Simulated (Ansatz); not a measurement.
# Sb (Pm-3m) in Ansatz: reference runs

Aim: a first look at Sb with PBE, on the cell as given and on a disturbed one.

Program: Ansatz 0.2.0. These are calculated values, not measurements. Logs are shortened: lines on timing, memory, paths and dates and some standing lists are left out, and cuts for length are marked.

## 1. Starting point

Symmetry: Pm-3m, No. 221, cubic system. The conventional cell has a = 3.160 Å, b = 3.160 Å, c = 3.160 Å, α = 90.00°, β = 90.00°, γ = 90.00°. Sb (site symmetry m-3m) is surrounded by 6 Sb at 3.16 Å.

This isn't the form of Sb at room conditions, which is rhombohedral.

## 2. Single point, PBE

Input file input.yaml:

```yaml
crystal:
  lattice:
    - [3.16, 0.0, 0.0]
    - [0.0, 3.16, 0.0]
    - [0.0, 0.0, 3.16]
  atoms:
    - { symbol: Sb, position: [0.0, 0.0, 0.0] }
kpoints:
  mp_grid: { grid: [8, 8, 8] }
scf:
  occupations: { method: fermi_dirac, width: 0.05 }
hamiltonian:
  xc: pbe
  pseudopotentials: { kind: all_electron, lapw: { basis_error: 0.001 } }
output:
  forces: true
  stress: true
  eigenvalues: true
  populations: true
```

Potentials or basis: all-electron LAPW, scalar-relativistic.

Started as:

```
ansatz run input.yaml --threads 1 --pin off --max-ram 2560MiB --backend cpu --events-out ev --progress --plain --runs-dir out
```

The log of the run:

```text
Warning: RAYON_NUM_THREADS=1 ignored (pool sized by the plan → 1); use --threads N
Sb: projections on atomic orbitals take those of the free atom 1s2 2s2 2p6 3s2 3p6 3d10 4s2 4p6 4d10 5s2 5p3, of charge +0.00 (hamiltonian.pseudopotentials.projection_atoms)
LAPW: plane waves up to 6.952 Å⁻¹, error target 1.0e-3 eV per atom; small_component_spin mean_spin; Sb in spheres of 1.580 Å, 23 of its electrons in bands, Dirac shells [] (how accurate: hamiltonian.pseudopotentials.lapw.basis_error, Limitations)
Engine: ansatz 0.2.0, x86_64-unknown-linux-gnu
Pseudopotentials: kind: all_electron
Pseudopotential: Sb, LAPW, valence charge 23, lapw/all_electron/scalar/gaussian/Sb, Koelling and Harmon's equation, gaussian nucleus
Functional definition: PBE
  parameter kappa = 0.804
  parameter beta = 0.06672455060314922
  exchange = pbe_x(kappa = kappa, mu = beta*pi^2/3)
  correlation = pbe_c(beta = beta)
Crystal: 1 atoms, lattice volume = 31.554 Å³
Basis set: ecut = 184.1340080007103 eV, 179 PW (Γ), exchange–correlation at level 2
Bands: 16, of which v1, the nominal top of the filled ones, is band 12 counted from 1 (11 counted from 0)
Symmetry: 48 space group operations
Space group: Pm-3m (ITA 221), of the structure as read, at distance tolerance 3.2e-5 Å
k-points: 35 of 512
Non-local potential: Sb, projectors of the file, none
Initial density: superposition of atomic densities (chi_scale 0.1, normalization cell)
Initial wavefunctions: plane waves of lowest kinetic energy (no species holds an atomic orbital)
Functional: x = pbe(κ = 0.804, μ = 0.2195149727645171), c = pbe(β = 0.06672455060314922)
iter 1 solved again at ethr=6.30e-5 eV; its pass at ethr=1.00e-1 eV (dr2=1.45e-2 eV) is discarded
SCF iter   1: F=—  HF=-176368.117289 eV  |F-HF|=—  |Δ(HF+E_count)|=         —  Δρ=8.02e-3  dr2=1.45e-2  ethr=6.30e-5  ⟨swp⟩=3.3  Hψ=3939  notcnv=0
preconditioner: auto → LDOS  [insulator: Δε(μ)=0.221 eV  Ē_g=11.839 eV  σ=0.050 eV  W_gap=0.53  n_scr=6 (ndim 8)  ℏωp=14.8 eV  f_vac=0.024  D(μ)=0.99/eV (n_scr^D=6)  ε∞_Penn≈2.6  β→1.0]
iter 2 solved again at ethr=3.66e-6 eV; its pass at ethr=6.30e-5 eV (dr2=8.41e-4 eV) is discarded
SCF iter   2: F=—  HF=-176368.121216 eV  |F-HF|=—  |Δ(HF+E_count)|=   3.93e-3  Δρ=2.34e-3  dr2=8.42e-4  ethr=3.66e-6  ⟨swp⟩=2.0  Hψ=2775  notcnv=0
SCF iter   3: F=—  HF=-176368.121339 eV  |F-HF|=—  |Δ(HF+E_count)|=   1.23e-4  Δρ=5.69e-4  dr2=7.51e-5  ethr=3.66e-6  ⟨swp⟩=2.7  Hψ=1601  notcnv=0
SCF iter   4: F=—  HF=-176368.120222 eV  |F-HF|=—  |Δ(HF+E_count)|=   1.12e-3  Δρ=2.64e-4  dr2=1.51e-5  ethr=3.26e-7  ⟨swp⟩=2.1  Hψ=1567  notcnv=0
SCF iter   5: F=—  HF=-176368.120235 eV  |F-HF|=—  |Δ(HF+E_count)|=   1.33e-5  Δρ=4.11e-5  dr2=8.30e-7  ethr=6.55e-8  ⟨swp⟩=2.7  Hψ=1589  notcnv=0
SCF iter   6: F=-176368.120236 eV  HF=-176368.120236 eV  |F-HF|=4.92e-9  |Δ(HF+E_count)|=   2.96e-7  Δρ=9.60e-6  dr2=4.30e-8  ethr=3.61e-9  ⟨swp⟩=3.0  Hψ=1620  notcnv=0
SCF 1 converged in 6 iterations: F = -176368.120236 eV  dr2 = 4.30e-8
SCF converged after 6 iterations
Free energy (F): -176368.120236 eV
Harris-Foulkes:  -176368.120236 eV  (|F-HF|=4.92e-9)
Internal energy: -176368.112992 eV  (E = F + TS)
E sigma→0 (E₀):  -176368.116614 eV
Entropy (-TS):   -0.007243 eV (-7.243 meV/atom)
Fermi energy:    11.604786 eV
--- Per-component energies (eV) ---
  E_band       = -919.114452
  E_kinetic    = 185869.765268
  E_xc         = -4643.150239
  E_electrostatic = -357594.728021  (all electrons and nuclei)
  E_smearing   = -0.007243  (= −TS)
  E_closure    = 0.000000  (closes the sum)
  E_atoms      = -176364.064481  (free atoms, spherical and without spin; not in F)
  Σ components = -176368.120236   (vs F -176368.120236, Δ=0.00e0)
  Basis errors (estimates in eV, not in F): energy 3.2e-4 per atom: plane waves 3.2e-4 (1.7e-4 summed), levels above the bands 4.0e-64, relativity 1.2e-8, radial functions 7.1e-6, core shells 2.2e-10; eigenvalues (radial functions only) 4.3e-6; not estimated: angular momenta, meshes, grids; target (lapw.basis_error) 1.0e-3; muffin-tin radii Sb 1.580 Å
--- Forces (eV/Å), atoms counted from 1 ---
  atom   1  Sb    -0.00000000    -0.00000000     0.00000000
  max |Σ_I F_I| component: 6.57e-32 eV/Å
--- Stress (GPa, compression-positive) ---
       -2.240145       0.000000       0.000000
        0.000000      -2.240145       0.000000
        0.000000       0.000000      -2.240145
  P = ⅓ Tr σ = -2.2401 GPa (-22.401 kbar)
--- Band table (eV; the first three rows and the last of 35) ---
  k-point 0: bands = ["-132.6078", "-85.5739", "-85.5739", "-85.5739", "-17.4750", "-17.4750", "-17.3315", "-17.3315", "-17.3315", "-0.3151", "14.7777", "14.7777", "14.7777", "18.7037", "18.7037", "19.5804"]
  k-point 1: bands = ["-132.6077", "-85.5742", "-85.5739", "-85.5739", "-17.4743", "-17.4560", "-17.3368", "-17.3368", "-17.3311", "-0.1030", "12.6988", "14.9820", "14.9820", "18.8884", "19.4258", "21.5168"]
  k-point 2: bands = ["-132.6077", "-85.5750", "-85.5739", "-85.5739", "-17.4724", "-17.4101", "-17.3497", "-17.3497", "-17.3301", "0.5084", "9.8211", "15.5405", "15.5405", "19.4337", "20.0454", "25.2386"]
  k-point 34: bands = ["-132.6075", "-85.5758", "-85.5758", "-85.5758", "-17.4075", "-17.4075", "-17.4075", "-17.2684", "-17.2684", "6.8027", "10.1460", "10.1460", "10.1460", "16.6222", "16.6222", "16.6222"]
--- Löwdin populations: 1 site ---
  site symbol       q [e]
     0     Sb     50.9679
  spilling = 0.000629 (of n_electrons = 51.000000)
```

Wall time 2.4 s (1 thread of Intel Xeon Platinum 8488C (Sapphire Rapids), shared host); peak memory 0.27 GiB.

Results:

```yaml
Free_energy: -176368.1202 eV
Pressure: -2.2 GPa
Band_gap_on_the_k_mesh: none (metal or under the smearing width)
```

Spin-orbit coupling is left out, which matters for the levels of Sb.

## 3. Single point, PBE (cell strained at random at fixed volume)

input.yaml: that of step 2 with these lines changed.

```diff
@@ -2,7 +2,7 @@
   lattice:
-    - [3.16, 0.0, 0.0]
-    - [0.0, 3.16, 0.0]
-    - [0.0, 0.0, 3.16]
+    - [3.183066, -0.009157, -0.079267]
+    - [-0.009157, 3.137208, -0.056534]
+    - [-0.079267, -0.056534, 3.16292]
   atoms:
-    - { symbol: Sb, position: [0.0, 0.0, 0.0] }
+    - { symbol: Sb, position: [0.003503, 0.003065, -0.021741] }
 kpoints:
```

Potentials or basis: all-electron LAPW, scalar-relativistic.

Started as:

```
ansatz run input.yaml --threads 1 --pin off --max-ram 2560MiB --backend cpu --events-out ev --progress --plain --runs-dir out
```

Wall time 13 s (1 thread of Intel Xeon Platinum 8488C (Sapphire Rapids), shared host); peak memory 0.43 GiB.

It converged, with:

| Property | Result |
| --- | --- |
| Free energy | -176368.1178 eV |
| Pressure | -2.3 GPa |
| Band gap on the k mesh | none (metal or under the smearing width) |

Stress tensor (GPa, compression positive):
```
-3.07 -0.11  0.50
-0.11 -1.30  0.08
 0.50  0.08 -2.58
```

Levels at points of the mesh, in eV from the Fermi level:
| k point | band 7 | band 8 | band 9 | band 10 | band 11 | band 12 | band 13 | band 14 | band 15 | band 16 |
| --- | --- | --- | --- | --- | --- | --- | --- | --- | --- | --- |
| (0.00, 0.00, 0.00) | -28.96 | -28.95 | -28.95 | -11.93 | 2.93 | 3.19 | 3.40 | 7.01 | 7.17 | 8.01 |
| (0.00, 0.00, -0.50) | -28.99 | -28.97 | -28.95 | -9.70 | -5.15 | 4.72 | 5.15 | 9.17 | 10.54 | 10.91 |
| (0.00, -0.50, 0.00) | -28.99 | -28.96 | -28.95 | -9.61 | -5.18 | 4.81 | 5.08 | 9.30 | 10.38 | 11.09 |
| (0.00, -0.50, -0.50) | -28.99 | -28.98 | -28.89 | -7.29 | -3.43 | -3.02 | 2.47 | 6.61 | 12.69 | 12.83 |
| (-0.50, 0.00, 0.00) | -28.99 | -28.97 | -28.95 | -9.78 | -5.14 | 4.81 | 5.15 | 9.23 | 10.61 | 11.07 |
| (-0.50, 0.00, -0.50) | -28.99 | -28.98 | -28.90 | -7.49 | -3.53 | -2.98 | 2.44 | 6.90 | 12.89 | 13.17 |
| (-0.50, -0.50, 0.00) | -28.99 | -28.98 | -28.89 | -7.36 | -3.35 | -3.14 | 2.44 | 6.70 | 12.77 | 12.89 |
| (-0.50, -0.50, -0.50) | -29.02 | -28.89 | -28.89 | -4.84 | -1.78 | -1.52 | -1.10 | 4.65 | 4.99 | 5.45 |
